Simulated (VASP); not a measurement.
HgSe: single point with PBE

The system is HgSe.

```
Hg Se
1.0
     0.00000    3.03900    3.03900
     3.03900    0.00000    3.03900
     3.03900    3.03900    0.00000
Hg Se
1 1
Direct
  0.00000 0.00000 0.00000
  0.75000 0.75000 0.75000
```

| Item | Value |
| --- | --- |
| Program | VASP 6.6.1 |
| Task | single point |
| Functional | PBE |
| Potentials or basis | VASP PAW PBE potentials, release 64 (Hg, Se) |
| Cutoff | 520 eV |
| k mesh | 8 × 8 × 8 |
| Occupations | gaussian, width 0.028 eV |
| Spin | no spin polarisation |
| Further INCAR settings | ALGO = Normal; EDIFF = 1e-06 |

- Pressure: 5.0 GPa
- Band gap on the k mesh: none (metal or under the smearing width)

Levels at points of the mesh, in eV from the Fermi level:
```tsv
k point	band 7	band 8	band 9	band 10	band 11	band 12
(0.00, 0.00, 0.00)	-0.94	-0.01	-0.01	-0.01	5.48	5.48
(0.50, 0.00, 0.00)	-5.54	-0.99	-0.99	1.11	6.24	6.24
(0.50, 0.50, 0.00)	-5.11	-2.32	-2.32	2.77	2.98	8.48
```

Wall time 8.3 s on 1 thread of Intel(R) Xeon(R) 6975P-C (Granite Rapids) (shared host), peak memory 0.18 GiB.

Spin-orbit coupling is left out, which matters for the levels of Hg.
